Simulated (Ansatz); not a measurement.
Ca:

```
Ca
1.0
     3.98000    0.00000    0.00000
    -1.99000    3.44678    0.00000
     0.00000    0.00000    6.52000
Ca
2
Cartesian
  1.9900 1.1489 4.8900
  0.0000 2.2979 1.6300
```

This isn't the form of Ca at room conditions, which is fcc.

* Program: Ansatz 0.2.0
* Task: relaxation of cell and atoms
* Functional: PBE
* Potentials or basis: all-electron LAPW, scalar-relativistic
* Basis error allowed: 0.001 eV/atom
* k mesh: 8 × 8 × 4
* Occupations: fermi-dirac, width 0.05 eV
* Spin: no spin polarisation

At the start: volume 44.72 Å³/atom.

**Question.** Where does the relaxation end?

**Answer.** Over 4 steps the energy falls by 6.6 meV/atom and the volume is 42.30 Å³/atom (-5.4 %); space group P6_3/mmc (No. 194, to 0.05 Å).

Step by step:
```
step  energy change (eV)  largest force (eV/Å)  volume (Å³)
   1              0.0000                0.0000        89.44
   2             -0.0091                0.0000        87.33
   3             -0.0132                0.0000        84.59
   4             -0.0132                0.0000        84.59
```

Final structure:
```yaml
crystal:
  lattice:
    - [3.89386, 0.00000, 0.00000]
    - [-1.94693, 3.37218, 0.00000]
    - [0.00000, 0.00000, 6.44240]
  atoms:
    - { symbol: Ca, position: [0.66667, 0.33333, 0.75000] }
    - { symbol: Ca, position: [0.33333, 0.66667, 0.25000] }
```
